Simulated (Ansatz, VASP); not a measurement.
# Pt: VASP beside Ansatz

```
Pt
1.0
     0.00000    1.92853    1.89916
     1.92853    0.00000    1.89916
     1.92853    1.92853    0.00000
Pt
1
Direct
  0.00000 0.00000 0.00000
```

Change from the starting cell: strain -0.015 along x and y, -0.030 along z, atoms carried along.

Alike in both runs: task single point; functional PBEsol; k mesh 20 × 20 × 20; occupations gaussian, width 0.15 eV; no spin polarisation.

```csv
,VASP,Ansatz
version,VASP 6.6.1,Ansatz 0.2.0
potentials or method,"VASP PAW PBE potentials, release 64 (Pt)","scalar-relativistic, plane waves, PAW"
plane-wave cutoff (eV),520,420
valence electrons in the cell,10,18
```

|  | VASP | Ansatz | Ansatz less VASP |
| --- | --- | --- | --- |
| gap on the k mesh at the Fermi level (eV) | none | none | - |
| pressure (GPa) | 20.9 | 21.3 | +0.39 |
| largest component of the traceless stress (GPa) | 1.28 | 1.28 | +0.002 |

A gap of «none» marks a metal or a gap that the smearing closes. The functional is the same, so the differences come from potentials, cutoffs and numerics. The two sets of potentials don't hold the same shells in valence.

Caveats: so large a pressure means that the cell lies far from this level's equilibrium, or that cutoff or potentials fall short (VASP); the potentials were made for another functional, which shifts forces and pressure (VASP). The runs have no spin-orbit coupling, so splittings on Pt are missing.
